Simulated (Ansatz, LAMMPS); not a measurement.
# Amorphous Al2O3 at 2.87 g/cm^3 (90 atoms): geometry optimisation, part 3 of 4

Wanted: the relaxed structure of amorphous Al2O3 at 2.87 g/cm^3 (90 atoms) and its electronic structure.

Ansatz 0.2.0; Kohn-Sham DFT, PBE, PAW (set soft_2), plane waves.

The cell: 36 Al and 54 O. The quench rate of 50 K/ps is many orders above laboratory rates. The network of bonds at the start is that of the classical potential that made the cell. Only the Γ point is sampled in the main run, in a cell whose shortest periodic width is 10 Å.

So far. Step 4 (Relaxation): The relaxation changed the energy by -15.0 meV/atom, and atoms moved by 0.11 Å r.m.s., 0.34 Å at most.

## 6. Single point at the relaxed geometry

One more single point at the end of the walk gives the fuller output and checks the residual forces.

input.yaml reads:

```yaml
crystal:
  lattice:
    - [10.2057, 0.0, 0.0]
    - [0.0, 10.2057, 0.0]
    - [0.0, 0.0, 10.2057]
  atoms:
    - { symbol: Al, position: [0.78911, 0.44349, 0.42881] }
    - { symbol: Al, position: [0.45306, 0.73942, 0.55156] }
    - { symbol: Al, position: [0.15118, 0.77622, 0.05527] }
    - { symbol: Al, position: [0.90263, 0.96288, 0.95807] }
    - { symbol: Al, position: [0.68482, 0.14076, 0.48073] }
    - { symbol: Al, position: [0.66878, 0.8913, 0.38489] }
    - { symbol: Al, position: [0.9881, 0.80243, 0.72553] }
    - { symbol: Al, position: [0.37725, 0.02659, 0.45158] }
    - { symbol: Al, position: [0.73003, 0.6695, 0.62171] }
    - { symbol: Al, position: [0.0763, 0.29464, 0.08941] }
    - { symbol: Al, position: [0.1878, 0.3753, 0.66281] }
    - { symbol: Al, position: [0.51357, 0.30974, 0.13507] }
    - { symbol: Al, position: [0.16193, 0.04467, 0.2268] }
    - { symbol: Al, position: [0.98224, 0.51001, 0.83919] }
    - { symbol: Al, position: [0.18707, 0.78861, 0.45406] }
    - { symbol: Al, position: [0.84306, 0.19694, 0.25301] }
    - { symbol: Al, position: [0.81044, 0.45422, 0.0876] }
    - { symbol: Al, position: [0.42745, 0.42382, 0.85907] }
    - { symbol: Al, position: [0.3971, 0.86944, 0.85701] }
    - { symbol: Al, position: [0.48765, 0.12698, 0.71636] }
    - { symbol: Al, position: [0.60776, 0.01753, 0.11569] }
    - { symbol: Al, position: [0.67434, 0.87696, 0.85435] }
    - { symbol: Al, position: [0.98689, 0.23175, 0.83005] }
    - { symbol: Al, position: [0.85013, 0.73477, 0.14543] }
    - { symbol: Al, position: [0.54552, 0.74509, 0.11913] }
    - { symbol: Al, position: [0.50407, 0.52454, 0.34231] }
    - { symbol: Al, position: [0.2365, 0.66834, 0.76648] }
    - { symbol: Al, position: [0.33858, 0.16269, 0.97617] }
    - { symbol: Al, position: [0.93286, 0.94986, 0.36653] }
    - { symbol: Al, position: [0.64892, 0.57487, 0.9092] }
    - { symbol: Al, position: [0.2725, 0.30718, 0.34787] }
    - { symbol: Al, position: [0.06506, 0.53629, 0.26092] }
    - { symbol: Al, position: [0.20642, 0.05768, 0.72423] }
    - { symbol: Al, position: [0.70492, 0.35424, 0.70305] }
    - { symbol: Al, position: [0.34588, 0.55384, 0.07811] }
    - { symbol: Al, position: [0.02896, 0.58845, 0.53378] }
    - { symbol: O, position: [0.44824, 0.62493, 0.20312] }
    - { symbol: O, position: [0.67401, 0.51552, 0.32911] }
    - { symbol: O, position: [0.55081, 0.03473, 0.43839] }
    - { symbol: O, position: [0.46814, 0.58697, 0.9502] }
    - { symbol: O, position: [0.03741, 0.46875, 0.6718] }
    - { symbol: O, position: [0.70039, 0.68162, 0.0641] }
    - { symbol: O, position: [0.9007, 0.70694, 0.59938] }
    - { symbol: O, position: [0.20895, 0.89734, 0.16033] }
    - { symbol: O, position: [0.51616, 0.85557, 0.98554] }
    - { symbol: O, position: [0.84609, 0.28063, 0.7551] }
    - { symbol: O, position: [0.27876, 0.12502, 0.34083] }
    - { symbol: O, position: [0.19802, 0.1677, 0.08878] }
    - { symbol: O, position: [0.85285, 0.88536, 0.80749] }
    - { symbol: O, position: [0.58007, 0.8781, 0.22948] }
    - { symbol: O, position: [0.73306, 0.9695, 0.00099] }
    - { symbol: O, position: [0.11956, 0.65116, 0.37739] }
    - { symbol: O, position: [0.09272, 0.92432, 0.41316] }
    - { symbol: O, position: [0.82792, 0.82629, 0.2943] }
    - { symbol: O, position: [0.55169, 0.97531, 0.77281] }
    - { symbol: O, position: [0.34706, 0.08167, 0.61512] }
    - { symbol: O, position: [0.18189, 0.60862, 0.11486] }
    - { symbol: O, position: [0.95332, 0.48725, 0.40945] }
    - { symbol: O, position: [0.30494, 0.02366, 0.8695] }
    - { symbol: O, position: [0.14757, 0.3769, 0.2358] }
    - { symbol: O, position: [0.61505, 0.21689, 0.62586] }
    - { symbol: O, position: [0.13486, 0.21781, 0.73245] }
    - { symbol: O, position: [0.73845, 0.49168, 0.59269] }
    - { symbol: O, position: [0.28527, 0.48792, 0.76893] }
    - { symbol: O, position: [0.37214, 0.37806, 0.03338] }
    - { symbol: O, position: [0.35058, 0.8524, 0.45649] }
    - { symbol: O, position: [0.48149, 0.14147, 0.07928] }
    - { symbol: O, position: [0.79467, 0.00367, 0.46117] }
    - { symbol: O, position: [0.62815, 0.77452, 0.5178] }
    - { symbol: O, position: [0.6695, 0.70568, 0.78478] }
    - { symbol: O, position: [0.98054, 0.11185, 0.94968] }
    - { symbol: O, position: [0.97213, 0.8269, 0.05316] }
    - { symbol: O, position: [0.15734, 0.69952, 0.60712] }
    - { symbol: O, position: [0.41434, 0.24436, 0.82856] }
    - { symbol: O, position: [0.43786, 0.58573, 0.4849] }
    - { symbol: O, position: [0.23958, 0.35632, 0.50465] }
    - { symbol: O, position: [0.78614, 0.26737, 0.41026] }
    - { symbol: O, position: [0.0956, 0.93387, 0.70933] }
    - { symbol: O, position: [0.38903, 0.7606, 0.71346] }
    - { symbol: O, position: [0.43643, 0.36152, 0.29053] }
    - { symbol: O, position: [0.69434, 0.12596, 0.21861] }
    - { symbol: O, position: [0.9815, 0.08555, 0.25862] }
    - { symbol: O, position: [0.64788, 0.39917, 0.07989] }
    - { symbol: O, position: [0.26272, 0.76464, 0.91892] }
    - { symbol: O, position: [0.91916, 0.57542, 0.16393] }
    - { symbol: O, position: [0.05199, 0.6699, 0.83339] }
    - { symbol: O, position: [0.82413, 0.51281, 0.91731] }
    - { symbol: O, position: [0.5935, 0.43721, 0.80444] }
    - { symbol: O, position: [0.90618, 0.31565, 0.14434] }
    - { symbol: O, position: [0.05149, 0.37228, 0.9313] }
kpoints:
  mp_grid: { grid: [1, 1, 1] }
hamiltonian:
  xc: pbe
scf:
  occupations: { method: fermi_dirac, width: 0.025 }
output:
  forces: true
  stress: true
  populations: true
  dos:
    method: { smearing: { sigma: 0.08 } }
    de: 0.05
    projected: { site_lists: { Al: [Al], O: [O] } }
  eigenvalues: true
  write_density: true
  write_potential: true
  volumetric_format: npy
```

On the command line:

```console
$ ansatz run input.yaml --threads 4 --pin off --max-ram 8192MiB --backend cpu --events-out ev --progress --plain --runs-dir out
```

Numbers of over 12 decimals in the logs are rounded to 6 here.

The program printed:

```text
[...]
Crystal: 90 atoms, lattice volume = 1062.988 Å³
Basis set: ecut = 420 eV, 20719 PW (Γ), exchange–correlation on 144×144×144 points (8 copies of the dense FFT grid, shifted against one another)
Bands: 306, of which v1, the nominal top of the filled ones, is band 216 counted from 1 (215 counted from 0)
Symmetry: 1 space group operations
[...]
k-points: 1
[...]
SCF iter   1: F=—  HF=-50114.550859 eV  |F-HF|=—  |Δ(HF+E_count)|=         —  Δρ=2.15e-3  dr2=5.78e-2  ethr=1.77e-3  ⟨swp⟩=6.0  Hψ=1358  notcnv=0  defer=33
[...]
SCF iter   9: F=-50114.555635 eV  HF=-50114.555635 eV  |F-HF|=1.10e-8  |Δ(HF+E_count)|=   1.31e-8  Δρ=1.17e-6  dr2=1.37e-8  ethr=2.31e-11  ⟨swp⟩=17.0  Hψ=2698  notcnv=0
SCF 1 converged in 9 iterations: F = -50114.555635 eV  dr2 = 1.37e-8
[...]
SCF converged after 9 iterations
Free energy (F): -50114.555635 eV
[...]
Internal energy: -50114.555635 eV  (E = F + TS)
E sigma→0 (E₀):  -50114.555635 eV
Fermi energy:    6.114047 eV
[...]
--- Forces (eV/Å), atoms counted from 1 ---
  atom   1  Al    -0.01076868    -0.00468143    -0.00257452
  atom   2  Al     0.00245101    -0.00868034    -0.00239761
  atom   3  Al     0.00508225    -0.00089396    -0.00907452
  atom   4  Al     0.00975730    -0.00041679    -0.00344854
  atom   5  Al    -0.00361825    -0.00028271    -0.00598237
  atom   6  Al    -0.00097794     0.00693421    -0.00018259
  atom   7  Al    -0.00093463     0.01337129    -0.00422139
  atom   8  Al    -0.01641240    -0.00776532     0.00028648
  atom   9  Al    -0.00361563     0.00170972    -0.00853331
  atom  10  Al     0.00184539    -0.00159537     0.00317800
  atom  11  Al     0.00616592    -0.01002324     0.00047177
  atom  12  Al     0.00230614    -0.00584135     0.00657903
  atom  13  Al     0.00244702     0.01611786     0.01501976
  atom  14  Al    -0.00347617    -0.00604239     0.00475139
[...]
atom  89  O     -0.00231533     0.00218215    -0.00589099
  atom  90  O     -0.00440696     0.00095064     0.00385541
  max |Σ_I F_I| component: 1.32e-4 eV/Å
--- Stress (GPa, compression-positive) ---
       -3.947921       1.261661       2.152973
        1.261691      -3.543999       0.219328
        2.152985       0.219317      -2.309108
  P = ⅓ Tr σ = -3.2670 GPa (-32.670 kbar)
--- Band table (eV) ---
[...]
--- Löwdin populations: 90 sites ---
  site symbol       q [e]
     0     Al      1.6590
     1     Al      1.6519
     2     Al      1.6566
[...]
89      O      6.8345
  spilling = 0.008353 (of n_electrons = 432.000000)
```

The job ended after 16 s (4 threads of Arm Neoverse V1, shared host; peak memory 1.2 GiB).

The run gave:

```yaml
free_energy: -50114.5556 eV
free_energy_per_atom: -556.8284 eV/atom
scf_cycles: 9
pressure: -3.267 GPa
r_m_s_force_component: 0.0059 eV/Å
longest_force: 0.03494 eV/Å
fermi_energy: 6.114 eV
spacing_of_highest_filled_and_lowest_empty_level: 3.448 eV
spilling_of_the_projection: 0.008353
```

Löwdin charges by element and coordination (they lack the spilled electrons, 0.040 e an atom on average):

```csv
element,coordination,atoms,mean charge (e),spread,least,most
Al,all,36,1.35,0.0201,1.30,1.40
Al,4,28,1.36,0.0172,1.33,1.40
Al,5,8,1.33,0.0135,1.30,1.35
O,all,54,-0.836,0.0155,-0.875,-0.807
O,2,10,-0.861,0.0111,-0.875,-0.836
O,3,44,-0.831,0.0097,-0.850,-0.807
```

Density of states as counts of states in windows of 1 eV (from the Fermi level), total and the larger projections:

```csv
from (eV),to (eV),total,O p,Al p,Al s
-10,-9,0.0,0.0,0.0,0.0
-9,-8,11.6,8.6,0.6,2.2
-8,-7,34.0,25.6,2.6,4.9
-7,-6,44.8,35.0,5.9,2.6
-6,-5,53.7,44.8,6.5,1.2
-5,-4,60.7,54.1,4.8,0.5
-4,-3,61.5,57.7,2.2,0.2
-3,-2,50.7,48.3,1.4,0.1
-2,-1,7.0,6.7,0.2,0.0
-1,1,0.0,0.0,0.0,0.0
1,2,2.0,0.0,0.1,1.3
2,3,0.0,0.0,0.0,0.0
3,4,7.4,1.2,2.6,1.8
4,5,12.1,1.8,5.0,2.5
```

Between -21 and -10 eV lie 108 more states.

The levels nearest the highest filled one (over half full), pooled over k-points and spins:

```csv
level less the highest filled one (eV),occupation
-0.345,2
-0.330,2
-0.268,2
-0.122,2
-0.0667,2
0,2
3.45,0
5.49,0
5.57,0
5.65,0
5.72,0
5.88,0
```

Valence density in the ac plane at fractional y = 0.362, with atoms of Al and O within 0.2 Å of it. It is the smooth field of the valence electrons, not physical close to the nuclei.

Values in e/Å³, 13 rows by 16 columns, each cell a mean:
```
3.9 3.7 0.4 0.0 0.1 0.6 0.8 0.2 0.1 0.1 0.1 0.1 0.0 0.0 0.1 0.4
1.9 1.7 0.2 0.0 0.0 0.1 0.2 0.2 0.2 0.3 0.2 0.1 0.0 0.1 0.1 0.3
0.2 0.1 0.1 0.1 0.1 0.1 0.2 0.2 0.3 0.7 0.5 0.1 0.2 0.4 0.3 0.1
0.1 0.2 0.1 0.1 0.1 0.1 0.1 0.0 0.1 0.2 0.2 0.1 0.3 0.5 0.3 0.1
0.2 0.2 0.1 0.1 0.1 0.1 0.0 0.0 0.0 0.1 0.1 0.1 0.1 0.1 0.1 0.1
0.0 0.1 0.3 1.7 1.5 0.2 0.0 0.0 0.0 0.0 0.1 0.1 0.1 0.0 0.0 0.0
0.0 0.0 0.5 4.1 4.0 0.4 0.0 0.0 0.0 0.0 0.0 0.1 0.2 0.1 0.1 0.0
0.0 0.0 0.1 0.6 0.6 0.2 0.1 0.1 0.1 0.0 0.0 0.2 0.5 0.3 0.1 0.1
0.0 0.2 0.4 0.3 0.1 0.3 2.1 2.8 0.4 0.1 0.0 0.1 0.2 0.1 0.1 0.0
0.1 1.4 4.6 1.6 0.2 0.4 2.8 3.9 0.6 0.1 0.0 0.0 0.0 0.1 0.1 0.1
0.2 0.9 2.6 0.8 0.1 0.1 0.3 0.4 0.2 0.2 0.3 0.1 0.1 0.5 1.7 0.8
0.2 0.2 0.2 0.1 0.1 0.8 1.1 0.3 0.2 1.1 2.9 1.0 0.2 0.6 1.8 0.8
0.5 0.5 0.1 0.0 0.3 3.4 4.4 0.7 0.2 0.6 1.7 0.6 0.1 0.1 0.2 0.2
```
Columns run along a (10.2 Å), rows up along c (10.2 Å). Atoms in or near the plane, at fractional coordinates: Al at (0.19, 0.66), Al at (0.70, 0.70), O at (0.15, 0.24), O at (0.37, 0.03), O at (0.24, 0.50), O at (0.44, 0.29), O at (0.05, 0.93).

Electrostatic potential energy in the ac plane at fractional y = 0.362, with atoms of Al and O within 0.2 Å of it. With pseudopotentials it is smooth inside the atoms' cores, unlike the true potential.

Ten even steps from '_' (-30 eV) to '@' (11 eV), each cell a mean:
```
--__..**@@@@@@@@@@%%++++##%%%%@@@@@@@@@@@@@@@@@@@@@@@@@@%%
..____==@@@@@@@@@@@@%%##****##%%@@@@@@@@@@@@@@@@@@@@@@@@%%
==..::##@@@@@@@@@@%%##++====**%%@@@@@@@@@@@@@@@@@@@@@@@@%%
%%##%%@@@@@@@@@@@@%%**++====**%%@@@@@@@@@@@@@@@@@@@@@@%%%%
%%%%@@@@@@%%@@@@@@%%##**++**##%%%%##%%######%%@@@@@@@@%%%%
%%%%%%%%##**##%%%%@@%%%%%%%%%%@@@@%%**++====++%%%%@@@@@@@@
@@@@%%**======++##%%@@@@@@@@@@@@@@##++++##**==##%%@@@@@@@@
@@@@%%++++##**==**%%@@@@@@@@@@@@@@%%++++****==##@@@@@@@@@@
@@@@%%++++****==##%%@@@@@@@@@@@@@@%%##++====**%%@@@@@@@@@@
@@@@%%##++++++**%%@@@@@@@@@@@@@@@@@@%%######%%%%@@@@@@@@@@
@@@@@@@@%%**::::++@@@@@@@@@@@@@@@@@@@@@@%%%%%%%%@@@@@@@@@@
@@@@@@@@@@==____..%%@@@@@@@@@@@@@@@@@@@@%%%%%%%%%%@@@@@@@@
@@@@@@@@@@**..__--%%@@@@@@@@@@@@@@@@@@@@%%##****##%%@@@@@@
@@@@@@@@@@@@##++**##%%@@@@@@@@@@@@@@@@@@%%##++++**%%@@@@@@
@@@@@@@@@@%%**====++##%%@@@@@@@@@@@@@@@@%%##****##%%@@@@@@
@@@@@@@@@@##++======****----##@@@@@@@@@@@@%%%%%%%%%%@@@@@@
@@@@@@##++****====++##::____--%%@@@@@@@@@@@@@@%%%%@@@@@@@@
@@@@##..____**######%%--____==%%@@@@@@@@@@@@@@@@@@@@@@@@@@
@@@@**..____**@@@@@@@@%%**++****##%%@@@@@@@@@@%%@@%%%%@@@@
%%%%##++--++@@@@@@@@@@@@%%**====++##%%@@@@@@%%%%%%++--++%%
##++++**##%%@@@@@@@@@@%%##++======******%%%%%%####--__--##
**======**%%@@@@@@%%++==****====++==____++%%##******++##%%
##++==++##%%@@@@@@==____::####**##**::..**%%######%%%%%%%%
%%****##%%@@@@@@@@==____--%%%%%%@@@@%%%%@@@@%%%%%%%%@@@@@@
```
Columns run along a (10.2 Å; values clipped at the 3rd and 97th percentile), rows up along c (10.2 Å). Atoms in or near the plane, at fractional coordinates: Al at (0.19, 0.66), Al at (0.70, 0.70), O at (0.15, 0.24), O at (0.37, 0.03), O at (0.24, 0.50), O at (0.44, 0.29), O at (0.05, 0.93).

Mean Löwdin charges: Al +1.35, O -0.84 e (they miss 0.84 % of the electrons, so they add up to more than the cell's charge). The largest share in the top eV of filled states is O p (97 % of the projected weight), and in the lowest eV of empty states Al s (66 % of the projected weight).

Local excerpt of 12 atoms (numbers count through the whole input) about O46, which has 2 bonded neighbours where the commonest count for O is 3; x, y, z are measured from there.

```csv
atom,x,y,z,distance (Å),bonds,Löwdin charge (e)
O46,0.00,0.00,0.00,0.00,2,-0.87
Al23,1.44,-0.50,0.76,1.70,4,1.36
Al34,-1.44,0.75,-0.53,1.71,4,1.37
O61,-2.36,-0.65,-1.32,2.78,3,-0.83
Al14,1.39,2.34,0.86,2.85,4,1.35
O41,1.95,1.92,-0.85,2.87,3,-0.83
O87,-0.22,2.37,1.66,2.90,3,-0.83
O90,2.10,0.94,1.80,2.92,3,-0.83
O63,-1.10,2.15,-1.66,2.93,3,-0.83
O71,1.37,-1.72,1.99,2.97,2,-0.85
O62,2.95,-0.64,-0.23,3.02,3,-0.84
O88,-2.58,1.60,0.50,3.07,3,-0.85
```

The column of bonds counts only the pairs O-Al within 2.23 Å; other neighbours, such as metal atoms beside each other in a compound, aren't counted, and periodic images can show an atom twice.

## 7. K-mesh 2×2×2

Large cells are often run on few k-points; this run checks whether the reference had enough.

Changes to input.yaml since step 6:

```diff
@@ -8,3 +8,3 @@
 kpoints:
-  mp_grid: { grid: [1, 1, 1] }
+  mp_grid: { grid: [2, 2, 2] }
 hamiltonian:
@@ -22,4 +22 @@
   eigenvalues: true
-  write_density: true
-  write_potential: true
-  volumetric_format: npy
```

The program printed:

```text
[...]
Crystal: 90 atoms, lattice volume = 1062.988 Å³
Basis set: ecut = 420 eV, 20719 PW (Γ), exchange–correlation on 144×144×144 points (8 copies of the dense FFT grid, shifted against one another)
Bands: 306, of which v1, the nominal top of the filled ones, is band 216 counted from 1 (215 counted from 0)
Symmetry: 1 space group operations
[...]
k-points: 8
[...]
SCF iter   1: F=—  HF=-50114.721859 eV  |F-HF|=—  |Δ(HF+E_count)|=         —  Δρ=2.11e-3  dr2=5.65e-2  ethr=1.77e-3  ⟨swp⟩=6.0  Hψ=10875  notcnv=0  defer=291
[...]
SCF iter   8: F=—  HF=-50114.725675 eV  |F-HF|=—  |Δ(HF+E_count)|=   6.86e-7  Δρ=5.93e-6  dr2=3.01e-7  ethr=1.61e-10  ⟨swp⟩=2.0  Hψ=3499  notcnv=0  defer=673
SCF iter   9: F=-50114.725675 eV  HF=-50114.725675 eV  |F-HF|=9.74e-9  |Δ(HF+E_count)|=   1.19e-8  Δρ=1.25e-6  dr2=1.54e-8  ethr=2.31e-11  ⟨swp⟩=12.4  Hψ=14588  notcnv=0
SCF 1 converged in 9 iterations: F = -50114.725675 eV  dr2 = 1.54e-8
[...]
SCF converged after 9 iterations
Free energy (F): -50114.725675 eV
[...]
Internal energy: -50114.725675 eV  (E = F + TS)
E sigma→0 (E₀):  -50114.725675 eV
Fermi energy:    6.135061 eV
[...]
Σ components = -50114.725675   (vs F -50114.725675, Δ=0.00e0)
--- Forces (eV/Å), atoms counted from 1 ---
  atom   1  Al    -0.00695980    -0.01104053    -0.00199741
  atom   2  Al     0.00364557    -0.00574309    -0.00279993
  atom   3  Al    -0.00376495    -0.00224634    -0.01511603
  atom   4  Al     0.01318073     0.00141895    -0.00350977
[...]
atom  90  O     -0.00310110     0.00125044    -0.00098679
  max |Σ_I F_I| component: 1.34e-4 eV/Å
--- Stress (GPa, compression-positive) ---
       -3.899352       1.265832       2.140802
        1.265863      -3.498248       0.229275
        2.140813       0.229264      -2.277430
  P = ⅓ Tr σ = -3.2250 GPa (-32.250 kbar)
--- Band table (eV; the first three rows and the last of 8) ---
[...]
--- Löwdin populations: 90 sites ---
  site symbol       q [e]
     0     Al      1.6603
     1     Al      1.6521
     2     Al      1.6589
[...]
89      O      6.8343
  spilling = 0.008347 (of n_electrons = 432.000000)
```

It took 2.3 min on 4 threads; peak memory 6.3 GiB.

Geometry and reference: those of the single point at the relaxed geometry.

Forces differ from those of the single point at the relaxed geometry by 4.6 meV/Å r.m.s.; the energy by -1.9 meV/atom and the pressure by +0.042 GPa. It took 2.3 min and 9 cycles; the reference's time can't be set against it, since the two runs asked for unlike analyses.

[end of part 3 of 4]

[Logs are printed without paths, hosts, clocks, repeated set-up lines and the standing remarks that a program may print on its own settings, such as how far it seeks lower states.]

[Hosts, paths, dates, database ids (printed as entryN), source tags and the programs' standing remarks are cut or masked in the printed files.]
